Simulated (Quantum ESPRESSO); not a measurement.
A run of Quantum ESPRESSO 7.5 is set up as follows.

pw.in

```
&CONTROL
  calculation = 'scf'
  prefix = 'pwscf'
  outdir = './tmp'
  pseudo_dir = './pseudo'
  tprnfor = .true.
  tstress = .true.
  disk_io = 'nowf'
/
&SYSTEM
  ibrav = 0
  nat = 2
  ntyp = 1
  ecutwfc = 70
  nbnd = 22
  occupations = 'smearing'
  smearing = 'fd'
  degauss = 0.00367493
/
&ELECTRONS
  conv_thr = 4d-10
  electron_maxstep = 120
  mixing_beta = 0.5
/
ATOMIC_SPECIES
Sb   121.7600 Sb_ONCV_PBE-1.2.upf
CELL_PARAMETERS angstrom
   3.3545324186    0.0000000000    0.0000000000
  -1.6772662093    2.9051102923    0.0000000000
   0.0000000000    0.0000000000    5.4701606500
ATOMIC_POSITIONS crystal
Sb     0.6666666667    0.3333333333    0.7500000000
Sb     0.3333333333    0.6666666667    0.2500000000
K_POINTS automatic
5 5 3 0 0 0
```

Potentials or basis: SG15 PBE 1.2.

Command:

```sh
$ OMP_NUM_THREADS=1 mpirun -n 2 pw.x -nk 2 -in pw.in > pw.out
```

(1) Estimate the pressure.

(2) What does it give for the band gap on the k mesh?

Answers

(1) 0.6 GPa.

(2) none (metal or under the smearing width).

Caveat: the k mesh is coarse (spacing up to 0.43 Å⁻¹), so the values aren't converged.
